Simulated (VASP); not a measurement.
Wanted: the native input for a VASP 6.6.1 run.

```
Task                   : relaxation of cell and atoms
Functional             : PBE
Dispersion             : D3(BJ)
Potentials or basis    : VASP PAW PBE potentials, release 64 (Mg, O)
Cutoff                 : 600 eV
k mesh                 : 12 × 12 × 12
Occupations            : gaussian, width 0.03 eV
Spin                   : no spin polarisation
Further INCAR settings : ALGO = Normal; EDIFF = 1e-07; IBRION = 2; EDIFFG = -0.005; NSW = 90; ISIF = 3
```

The structure of MgO (Periclase) lies in POSCAR:

```
MgO                                     
1.0
   -0.0000000000      2.0995643091      2.0995643091
    2.0995643091      0.0000000000      2.0995643091
    2.0995643091      2.0995643091     -0.0000000000
  Mg              O             
     1     1
Direct
     0.0000000000000000    0.0000000000000000    0.0000000000000000
     0.5000000000000000    0.5000000000000000    0.5000000000000000
```

The input as run:

INCAR

```
PREC = Accurate
ENCUT = 600
EDIFF = 1E-7
ISMEAR = 0
SIGMA = 0.03
LREAL = False
LASPH = True
NELM = 80
ALGO = Normal
ISIF = 3
LWAVE = False
LCHARG = False
GGA = PE
IVDW = 12
IBRION = 2
NSW = 90
EDIFFG = -0.005
```

KPOINTS

```
Automatic mesh
0
Gamma
  12 12 12
```

Potentials or basis: VASP PAW PBE potentials, release 64 (Mg, O).

The run is started by

```console
$ cat potpaw_PBE.64/Mg/POTCAR potpaw_PBE.64/O/POTCAR > POTCAR
$ mpirun -np 1 vasp_std > vasp.out
```

Results of the run:

```yaml
Pressure_after_relaxing: 0.0 GPa
Band_gap_on_the_k_mesh: 4.82 eV, direct
Dispersion_energy_per_atom: -0.296 eV
```

Caveat: the relaxation stopped at its first step, so nothing moved.

It took 6.4 s on 1 thread of Intel(R) Xeon(R) 6975P-C (Granite Rapids), with other jobs on the host, peak memory 0.14 GiB.
